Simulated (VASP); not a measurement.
# Au in VASP: single point with PBEsol

Aim: the single point of Au with PBEsol.

All numbers are computed with VASP 6.6.1; they aren't measurements. Logs are shortened: lines on timing, memory, paths and dates and some standing lists are left out, and cuts for length are marked.

**1. The cell of the first run**

The cell holds a slab with vacuum, 5 atoms: a = 2.888 Å, b = 2.888 Å, c = 24.431 Å, α = 90.00°, β = 90.00°, γ = 120.00°.

The slab is cut from a database's or a generator's crystal, which needn't be the stable form of the element.

**2. Single point, PBEsol (bands of the relaxed slab)**

INCAR reads:

```
SYSTEM = Au
  PREC = Accurate
  ENCUT = 520
  EDIFF = 1E-6
  ISMEAR = 0
  SIGMA = 0.1
  LREAL = .False.
  LASPH = .True.
  NELM = 100
  ALGO = Normal
  ISIF = 2
  LWAVE = .False.
  LCHARG = .False.
  LDIPOL = .True.
  IDIPOL = 3
  DIPOL = 0.5 0.5 0.500
  GGA = PS
  NBANDS = 36
```

KPOINTS reads:

```
regular mesh
0
Gamma
  12 12 1
  0 0 0
```

POSCAR reads:

```
Au
1.0
    2.8876514700      0.0000000000      0.0000000000
   -1.4438257350      2.5007795303      0.0000000000
    0.0000000000      0.0000000000     24.4310302087
Au
5
Direct
    0.6666666667      0.3333333333      0.3070133085
    0.3333333333      0.6666666667      0.4043291603
    0.0000000000      0.0000000000      0.4999999993
    0.6666666667      0.3333333333      0.5956708392
    0.3333333333      0.6666666667      0.6929866928
```

Potentials or basis: VASP PAW PBE potentials, release 64 (Au).

On the command line:

```console
$ cat potpaw_PBE.64/Au/POTCAR > POTCAR
$ mpirun -np 1 vasp_std > vasp.out
```

OUTCAR:

```text
SYSTEM = Au
   PREC = Accurate
   ENCUT = 520
   EDIFF = 1E-6
   ISMEAR = 0
   LREAL = .False.
   LASPH = .True.
   NELM = 100
   ISIF = 2
   GGA = PS

 ion  position               nearest neighbor table
   1  0.667  0.333  0.307-   2 2.90   2 2.90   2 2.90
   2  0.333  0.667  0.404-   3 2.87   3 2.87   3 2.87   1 2.90   1 2.90   1 2.90
   3  0.000  0.000  0.500-   2 2.87   2 2.87   2 2.87   4 2.87   4 2.87   4 2.87
   4  0.667  0.333  0.596-   3 2.87   3 2.87   3 2.87   5 2.90   5 2.90   5 2.90
   5  0.333  0.667  0.693-   4 2.90   4 2.90   4 2.90

  LATTYP: Found a hexagonal cell.
 ALAT       =     2.8876514700
 C/A-ratio  =     8.4605190282

  Lattice vectors:

 A1 = (   2.8876514700,   0.0000000000,   0.0000000000)
 A2 = (  -1.4438257350,   2.5007795303,   0.0000000000)
 A3 = (   0.0000000000,   0.0000000000,  24.4310302087)

Analysis of symmetry for initial positions (statically):
=====================================================================
 Subroutine PRICEL returns:
 Original cell was already a primitive cell.

 Routine SETGRP: Setting up the symmetry group for a
 hexagonal supercell.

 Subroutine GETGRP returns: Found 12 space group operations
 (whereof 12 operations were pure point group operations)
 out of a pool of 24 trial point group operations.

The static configuration has the point symmetry D_3d.

Analysis of symmetry for dynamics (positions and initial velocities):
=====================================================================
 Subroutine PRICEL returns:
 Original cell was already a primitive cell.

 Routine SETGRP: Setting up the symmetry group for a
 hexagonal supercell.

 Subroutine GETGRP returns: Found 12 space group operations
 (whereof 12 operations were pure point group operations)
 out of a pool of 24 trial point group operations.

The dynamic configuration has the point symmetry D_3d.

 Subroutine INISYM returns: Found 12 space group operations
 (whereof 12 operations are pure point group operations),
 and found     1 'primitive' translations

----------------------------------------------------------------------------------------

                                     Primitive cell

  volume of cell :     176.4257

  direct lattice vectors                    reciprocal lattice vectors
     2.887651470  0.000000000  0.000000000     0.346302180  0.199937657  0.000000000
    -1.443825735  2.500779530  0.000000000     0.000000000  0.399875314  0.000000000
     0.000000000  0.000000000 24.431030209     0.000000000  0.000000000  0.040931553

  length of vectors
     2.887651470  2.887651470 24.431030209     0.399875314  0.399875314  0.040931553

  position of ions in fractional coordinates (direct lattice)
     0.666666667  0.333333333  0.307013308
     0.333333333  0.666666667  0.404329160
     0.000000000  0.000000000  0.499999999
     0.666666667  0.333333333  0.595670839
     0.333333333  0.666666667  0.692986693

  ion indices of the primitive-cell ions
   primitive index   ion index
                 1           1
                 2           2
                 3           3
                 4           4
                 5           5

----------------------------------------------------------------------------------------

 KPOINTS: regular mesh

Automatic generation of k-mesh.
 Grid dimensions read from file:
 generate k-points for:   12   12    1

 Generating k-lattice:

  Cartesian coordinates                     Fractional coordinates (reciprocal lattice)
     0.028858515  0.016661471  0.000000000     0.083333333  0.000000000  0.000000000
     0.000000000  0.033322943  0.000000000     0.000000000  0.083333333  0.000000000
     0.000000000  0.000000000  0.040931553     0.000000000  0.000000000  1.000000000

  Length of vectors
     0.033322943  0.033322943  0.040931553

  Shift w.r.t. Gamma in fractional coordinates (k-lattice)
     0.000000000  0.000000000  0.000000000

 Subroutine IBZKPT returns following result:
 ===========================================

 Found     19 irreducible k-points:

 Following reciprocal coordinates:
            Coordinates               Weight
  0.000000  0.000000  0.000000      1.000000
  0.083333  0.000000  0.000000      6.000000
  0.166667 -0.000000  0.000000      6.000000
  0.250000  0.000000  0.000000      6.000000
  0.333333 -0.000000  0.000000      6.000000
  0.416667 -0.000000  0.000000      6.000000
[... 11 lines left out ...]
  0.333333  0.250000  0.000000     12.000000
  0.333333  0.333333  0.000000      2.000000
   k-points           NKPTS =     19   k-points in BZ     NKDIM =     19   number of bands    NBANDS=     36
   number of dos      NEDOS =    301   number of ions     NIONS =      5
   total plane-waves  NPLWV = 110592
   dimension x,y,z NGX =    24 NGY =   24 NGZ =  192
   dimension x,y,z NGXF=    48 NGYF=   48 NGZF=  384
   ions per type =               5
   NGX,Y,Z   is equivalent  to a cutoff of  13.82, 13.82, 13.07 a.u.
   NGXF,Y,Z  is equivalent  to a cutoff of  27.63, 27.63, 26.13 a.u.
 SYSTEM =  Au
   PREC   = accura    normal or accurate (medium, high low for compatibility)
   ISTART =      0    job   : 0-new  1-cont  2-samecut
   ICHARG =      2    charge: 1-file 2-atom 10-const
   ISPIN  =      1    spin polarized calculation?
   LNONCOLLINEAR =      F non collinear calculations
   LSORBIT =      F    spin-orbit coupling
   LASPH  =      T    aspherical Exc in radial PAW
   ENCUT  =  520.0 eV  38.22 Ry    6.18 a.u.   5.37  5.37 45.43*2*pi/ulx,y,z
   NELM   =    100;   NELMIN=  2; NELMDL= -5     # of ELM steps
   EDIFF  = 0.1E-05   stopping-criterion for ELM
   LREAL  =      F    real-space projection
   EDIFFG = 0.1E-04   stopping-criterion for IOM
   NSW    =      0    number of steps for IOM
   IBRION =     -1    ionic relax: 0-MD 1-quasi-New 2-CG
   NFREE  =      0    steps in history (QN), initial steepest desc. (CG)
   ISIF   =      2    stress and relaxation
   ISYM   =      2    0-nonsym 1-usesym 2-fastsym
   POTIM  = 0.5000    time-step for ionic-motion
   TEBEG  =    0.0;   TEEND  =   0.0 temperature during run
   PSTRESS=    0.0 pullay stress
   NELECT =      55.0000    total number of electrons
   NUPDOWN=      -1.0000    fix difference up-down
   EMIN   =  10.00;   EMAX   =-10.00  energy-range for DOS
   EFERMI =   0.00;   METHOD = LEGACY
   ISMEAR =     0;   SIGMA  =   0.10  broadening in eV -4-tet -1-fermi 0-gaus
   EFERMI_NEDOS =   21; number of points for ismear=-14 and -15
   IALGO  =     38    algorithm
   IMIX   =      4    mixing-type and parameters
     AMIX     =   0.40;   BMIX     =  1.00
     AMIX_MAG =   1.60;   BMIX_MAG =  1.00
  volume/ion in A,a.u.               =      35.29       238.12
  Fermi-wavevector in a.u.,A,eV,Ry     =   1.110048  2.097686 16.765187  1.232206
  Thomas-Fermi vector in A             =   2.246595
   LORBIT       =      0    0 simple, 1 ext, 2 COOP (PROOUT), +10 PAW based schemes
   GGA     = PS    functional components
   LHFCALC =     F    Hartree Fock is set to
   AEXX    =    0.0000 exact exchange contribution
   IVDW    =     0    specifies the selected vdW correction
   LEPSILON=     F    determine dielectric tensor
   LRPA    =     F    only Hartree local field effects (RPA)
 non-spin polarized calculation
 Gauss-broadening in eV      SIGMA  =   0.10
  energy-cutoff  :      520.00
  volume of cell :      176.43
 maximum number of plane-waves:      4831
 NGX is ok and might be reduce to    24
   NGX = 11   NGY = 11   NGZ = 91

 dipolmoment           0.000000      0.000000      0.000000 electrons x Angstroem

 number of electron      55.0000009 magnetization

 dipolmoment           0.000000      0.000000     -0.000000 electrons x Angstroem

 Free energy of the ion-electron system (eV)
  ---------------------------------------------------
  ext. energy  EPLUGINS =         0.00000000
  ---------------------------------------------------
  free energy    TOTEN  =       -18.72507065 eV

  energy without entropy =      -18.71351304  energy(sigma->0) =      -18.71929185

 E-fermi :   1.6209     XC(G=0):  -6.8691

 val. band max:        1.5837442893   @ k =   0.2500   0.2500   0.0000
 cond. band min:       1.7105802554   @ k =   0.0000   0.0000   0.0000
 fundamental gap:      0.1268359661
 Fermi energy:         1.6209325801

 k-point     1 :       0.0000    0.0000    0.0000
  band No.  band energies     occupation
      1      -7.8881      2.00000
      2      -7.0002      2.00000
      3      -5.9937      2.00000
      4      -5.4572      2.00000
      5      -5.4269      2.00000
      6      -2.9882      2.00000
[... 28 lines left out ...]
     35       8.6267      0.00000
     36       9.1085      0.00000

 k-point     2 :       0.0833    0.0000    0.0000
  band No.  band energies     occupation
      1      -7.6760      2.00000
      2      -6.7934      2.00000
      3      -5.7886      2.00000
      4      -5.2720      2.00000
      5      -5.2268      2.00000
      6      -3.1623      2.00000
[... 28 lines left out ...]
     35       8.7936      0.00000
     36       9.2437      0.00000

 k-point     3 :       0.1667   -0.0000    0.0000
  band No.  band energies     occupation
      1      -7.0771      2.00000
      2      -6.2285      2.00000
      3      -5.2558      2.00000
      4      -4.8034      2.00000
      5      -4.7077      2.00000
      6      -3.5537      2.00000
[... 28 lines left out ...]
     35       9.2916      0.00000
     36       9.6480      0.00000

 k-point     4 :       0.2500    0.0000    0.0000
  band No.  band energies     occupation
      1      -6.2443      2.00000
      2      -5.5376      2.00000
      3      -4.8032      2.00000
      4      -4.4523      2.00000
      5      -4.2212      2.00000
      6      -3.9633      2.00000
[... 28 lines left out ...]
     35      10.0774      0.00000
     36      10.2662      0.00000

 k-point     5 :       0.3333   -0.0000    0.0000
  band No.  band energies     occupation
      1      -5.5735      2.00000
      2      -5.1161      2.00000
      3      -4.8238      2.00000
      4      -4.5602      2.00000
      5      -4.3219      2.00000
      6      -4.1962      2.00000
[... 460 lines left out ...]
 k-point    17 :       0.2500    0.2500    0.0000
  band No.  band energies     occupation
      1      -4.6030      2.00000
      2      -4.5497      2.00000
      3      -4.1824      2.00000
      4      -4.1761      2.00000
      5      -3.8220      2.00000
      6      -3.7792      2.00000
[... 28 lines left out ...]
     35       8.5879      0.00000
     36       9.6303      0.00000

 k-point    18 :       0.3333    0.2500    0.0000
  band No.  band energies     occupation
      1      -4.5264      2.00000
      2      -4.4716      2.00000
      3      -4.0918      2.00000
      4      -4.0372      2.00000
      5      -3.9024      2.00000
      6      -3.6718      2.00000
[... 28 lines left out ...]
     35       8.2342      0.00000
     36       8.7471      0.00000

 k-point    19 :       0.3333    0.3333    0.0000
  band No.  band energies     occupation
      1      -4.2897      2.00000
      2      -4.2346      2.00000
      3      -4.2346      2.00000
      4      -3.7932      2.00000
      5      -3.7932      2.00000
      6      -3.7008      2.00000
[... 28 lines left out ...]
     35       8.2645      0.00000
     36       8.2645      0.00000

------------------------ aborting loop because EDIFF is reached ----------------------------------------

 vacuum level on the upper side and lower side of the slab       (xc-potential included)        -0.007        -0.007

  FORCE on cell =-STRESS in cart. coord.  units (eV):
  Direction    XX          YY          ZZ          XY          YZ          ZX
  --------------------------------------------------------------------------------------
  -------------------------------------------------------------------------------------
  Total       -3.1675468     -3.1675468     -0.1218384     -0.0000000     -0.0000000     -0.0000000
  in kB      -28.7654823    -28.7654823     -1.1064524     -0.0000000     -0.0000000     -0.0000000
  external PRESSURE =     -19.5458056 kB  Pullay stress =       0.0000000 kB

 VOLUME and BASIS-vectors are now :
 -----------------------------------------------------------------------------
  energy-cutoff  :      520.00
  volume of cell :      176.43
      direct lattice vectors                 reciprocal lattice vectors
     2.887651470  0.000000000  0.000000000     0.346302180  0.199937657  0.000000000
    -1.443825735  2.500779530  0.000000000     0.000000000  0.399875314  0.000000000
     0.000000000  0.000000000 24.431030209     0.000000000  0.000000000  0.040931553

 POSITION                                       TOTAL-FORCE (eV/Angst)
 -----------------------------------------------------------------------------------
      1.44383      0.83359      7.50065        -0.000000     -0.000000      0.006722
     -0.00000      1.66719      9.87818        -0.000000      0.000000     -0.001231
      0.00000      0.00000     12.21552        -0.000000      0.000000      0.000000
      1.44383      0.83359     14.55285         0.000000     -0.000000      0.001231
     -0.00000      1.66719     16.93038        -0.000000      0.000000     -0.006722
 -----------------------------------------------------------------------------------
    total drift:                               -0.000000      0.000000     -0.000002

  FREE ENERGIE OF THE ION-ELECTRON SYSTEM (eV)
  ---------------------------------------------------
  free  energy   TOTEN  =       -18.7250706479 eV

  energy  without entropy=      -18.7135130439  energy(sigma->0) =      -18.71929185

 vacuum level on the upper side and lower side of the slab         6.971         6.971
```

It took 3.1 min on 1 thread of AMD EPYC 7R13 (Zen 3), shared host; peak memory 0.31 GiB.

Results:

```
Free energy            : -18.7251 eV
Largest force          : 0.007 eV/Å
Band gap on the k mesh : none (metal or under the smearing width)
```

Forces on the atoms (eV/Å):
```
Au   0.000  0.000  0.007
Au   0.000  0.000 -0.001
Au   0.000  0.000  0.000
Au   0.000  0.000  0.001
Au   0.000  0.000 -0.007
```

Caveat: the PAW data sets were made with another functional, which shifts forces and pressure a little. The run has no spin-orbit coupling, so splittings on Au are missing.
